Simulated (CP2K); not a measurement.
Runs of CP2K 2026.2 on C. It takes space group P6_3/mmc (No. 194, hexagonal). Conventional cell: a = 2.522 Å, b = 2.522 Å, c = 12.356 Å, α = 90.00°, β = 90.00°, γ = 120.00°. C (site symmetry 3m) has 4 C at 1.54 Å as nearest neighbours. Around C (site symmetry 3m) lie 4 C at 1.54 Å. C (site symmetry 3m) has 4 C at 1.54 Å as nearest neighbours. This is a hexagonal form of diamond, not graphite.

| level | cutoff of the non-local correlation (Ry) | gap on the mesh (eV) | pressure (GPa) | largest force (eV/Å) |
| --- | --- | --- | --- | --- |
| RPBE | - | 4.85 | (b) | 0.32 |
| PBE | - | 4.79 | 4.1 | 0.32 |
| WC | - | 4.69 | 1.2 | 0.33 |
| PBEsol | - | (a) | 0.7 | 0.33 |
| vdW-DF-cx | 300 | 4.74 | 2.1 | 0.33 |
| TASK | - | 4.79 | 10.3 | 0.37 |
| LDA | - | 4.62 | 0.5 | 0.33 |

Alike in all rows: task band structure; potentials or basis POTENTIAL_UZH C GTH-PBE-q4; DZVP-MOLOPT-PBE-GTH basis; no spin polarisation; cell as given; k mesh 9 × 9 × 2; smearing fermi-dirac 0.05 eV.

Q: Estimate the missing entries.

A: (a) 4.65; (b) 5.5.

Caveats: the basis of atomic orbitals isn't converged, which shifts pressures, moduli and gaps; the potentials were made for another functional, which shifts forces and pressure (some runs).

